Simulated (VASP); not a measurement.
Write the native input for VASP 6.6.1 that does the following.

- Task: single point
- Functional: RPBE
- Potentials or basis: VASP PAW PBE potentials, release 64 (Rb_sv)
- Cutoff: 520 eV
- k mesh: 5 × 5 × 7
- Occupations: fermi-dirac, width 0.1 eV
- Spin: no spin polarisation
- Dipole correction: no
- Further INCAR settings: ALGO = Normal; EDIFF = 1e-07; NBANDS = 20

The structure of Rb lies in POSCAR:

```
Rb
1.0
    8.5865283128      0.0000000000      0.0000000000
   -4.2932641564      7.4361516492      0.0000000000
    0.0000000000      0.0000000000      5.1385387626
Rb
3
Direct
    1.0000000000      1.0000000000      0.0000000000
    0.3333333333      0.6666666667      0.5000000000
    0.6666666667      0.3333333333      0.5000000000
```

This isn't the form of Rb at room conditions, which is bcc.

One way to write it, as run:

INCAR

```
SYSTEM = Rb
PREC = Accurate
ENCUT = 520
EDIFF = 1E-7
ISMEAR = -1
SIGMA = 0.1
LREAL = .FALSE.
LASPH = .TRUE.
NELM = 100
ALGO = Normal
ISIF = 2
LWAVE = .FALSE.
LCHARG = .TRUE.
GGA = RP
LELF = .TRUE.
LVHAR = .TRUE.
NBANDS = 20
```

KPOINTS

```
regular mesh
0
G
  5 5 7
  0 0 0
```

Potentials or basis: VASP PAW PBE potentials, release 64 (Rb_sv).

Launch:

```bash
$ cat potpaw_PBE.64/Rb_sv/POTCAR > POTCAR
$ mpirun -np 1 vasp_std > vasp.out
```

It gave:

```yaml
Pressure: -0.1 GPa
Band_gap_on_the_k_mesh: none (metal or under the smearing width)
```

Caveat: the PAW data sets were made with another functional, which shifts forces and pressure a little.

Run time: 67 s on 1 thread of Intel(R) Xeon(R) 6975P-C (Granite Rapids), on a shared host, peak memory 0.44 GiB.
